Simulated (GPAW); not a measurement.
Runs of GPAW 26.7.0 on TaN. The structure is hexagonal, space group P-62m (No. 189). The conventional cell has a = 5.196 Å, b = 5.196 Å, c = 2.911 Å, α = 90.00°, β = 90.00°, γ = 120.00°. Around Ta (site symmetry -62m) lie 3 N at 2.04 Å. Ta (site symmetry -6) has 6 N at 2.16 Å as nearest neighbours. N (site symmetry m2m) has 5 Ta at 2.04 to 2.16 Å as nearest neighbours. 

| task | level | potentials or basis | k mesh | cutoff (eV) | maxiter | band path | band points | convergence | gap on the mesh (eV) | pressure (GPa) | largest force (eV/Å) |
| --- | --- | --- | --- | --- | --- | --- | --- | --- | --- | --- | --- |
| band structure | LDA | the program's PAW data sets (release 1.2.1) made for this functional, pw | 4 × 4 × 6 | 800 | 150 | GMKGALHA,LM,KH | 60 | - | - | -11.6 | (a) |
| single point | PBEsol | PAW data sets generated in the run's folder for this functional, pw | 6 × 6 × 9 | 800 | 150 | - | - | - | none | -3.9 | (b) |
| band structure | PBEsol | PAW data sets generated in the run's folder for this functional, pw | 4 × 4 × 6 | 800 | 150 | GMKGALHA,LM,KH | 60 | - | - | -3.8 | 0.05 |
| single point | LDA | the program's PAW data sets (release 1.2.1) made for this functional, pw | 5 × 5 × 7 | 600 | 120 | - | - | default | none | -17.8 | 0.08 |

Alike in all rows: no spin polarisation; cell as given; smearing fermi-dirac 0.05 eV.

**Question.** Estimate the missing entries.

**Answer.** (a) 0.07; (b) 0.03.

Caveats: the cutoff is short for stress and forces, so pressures can be off by a GPa or more (some runs); so large a pressure means that the cell lies far from this level's equilibrium, or that cutoff or potentials fall short (some runs).

A k mesh can miss the band edges, and the runs leave out spin-orbit coupling on Ta.

A gap of «none» marks a metal or a gap under the smearing width.

Not every run made on this cell is shown here.
